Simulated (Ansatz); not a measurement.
BaTiO3: strain and displacement

```
CELL_PARAMETERS angstrom
3.98410 0.00000 0.00000
0.00000 2.83705 2.84580
0.00000 -2.83705 2.84580
ATOMIC_POSITIONS crystal
Ba 0.00000 0.00000 0.00000
Ti 0.50000 0.50790 0.50790
O 0.00000 0.49210 0.49210
O 0.50000 0.50251 0.99371
O 0.50000 0.99371 0.50251
```

Atoms are numbered in the order listed.

The cell is COD entry 9016084, as deposited and not checked against the literature; nothing was relaxed.

No spin–orbit coupling, which matters for the heavy atoms here.

Level of theory: Ansatz 0.2.0, DFT, PBE, PAW with Ansatz's default frozen-core files, scalar-relativistic.

The runs use a Γ-centred 8×8×8 k mesh, Fermi–Dirac smearing of 0.05 eV, cutoff 420 eV, no spin polarisation.

The unchanged cell is at 1.92 GPa.

x, y and z are the Cartesian axes of the cell as listed; fractional coordinates follow a strain, and an engineering shear is twice the off-diagonal strain component.

Q: With this change (equal xy, yz and zx engineering shear strains of -3 %), what becomes of the energy and stress and forces and gap?

A: Energy change +12.5 meV/atom; stress change (xx, yy, zz, yz, xz, xy) 0.30, 0.41, 0.42, 2.85, 3.70, 3.70 GPa, compression positive; change of the force on Ti2 (-0.040, -0.094, -0.005) eV/Å; gap on the k mesh 1.86 → 1.73 eV.

Q: With this change (equal xy, yz and zx engineering shear strains of -1 %), what becomes of the energy and stress and forces and gap?

A: Energy change +1.4 meV/atom; stress change (xx, yy, zz, yz, xz, xy) 0.03, 0.05, 0.05, 0.93, 1.22, 1.22 GPa, compression positive; change of the force on Ti2 (-0.014, -0.033, -0.001) eV/Å; gap on the k mesh 1.86 → 1.83 eV.

With equal xy, yz and zx engineering shear strains of +2 %: energy change +5.4 meV/atom; stress change (xx, yy, zz, yz, xz, xy) 0.11, 0.18, 0.18, -1.84, -2.39, -2.39 GPa, compression positive; change of the force on Ti2 (0.030, 0.069, -0.003) eV/Å; gap on the k mesh 1.86 → 1.79 eV.

Q: With this change (equal xy, yz and zx engineering shear strains of -2 %), what becomes of the energy and stress and forces and gap?

A: Energy change +5.5 meV/atom; stress change (xx, yy, zz, yz, xz, xy) 0.13, 0.18, 0.18, 1.88, 2.45, 2.45 GPa, compression positive; change of the force on Ti2 (-0.027, -0.064, -0.002) eV/Å; gap on the k mesh 1.86 → 1.78 eV.

Q: With this change (equal xy, yz and zx engineering shear strains of +1 %), what becomes of the energy and stress and forces and gap?

A: Energy change +1.3 meV/atom; stress change (xx, yy, zz, yz, xz, xy) 0.03, 0.05, 0.05, -0.92, -1.20, -1.20 GPa, compression positive; change of the force on Ti2 (0.015, 0.034, -0.001) eV/Å; gap on the k mesh 1.86 → 1.83 eV.

With equal xy, yz and zx engineering shear strains of +3 %: energy change +12.0 meV/atom; stress change (xx, yy, zz, yz, xz, xy) 0.25, 0.41, 0.41, -2.74, -3.57, -3.57 GPa, compression positive; change of the force on Ti2 (0.047, 0.106, -0.006) eV/Å; gap on the k mesh 1.86 → 1.75 eV.
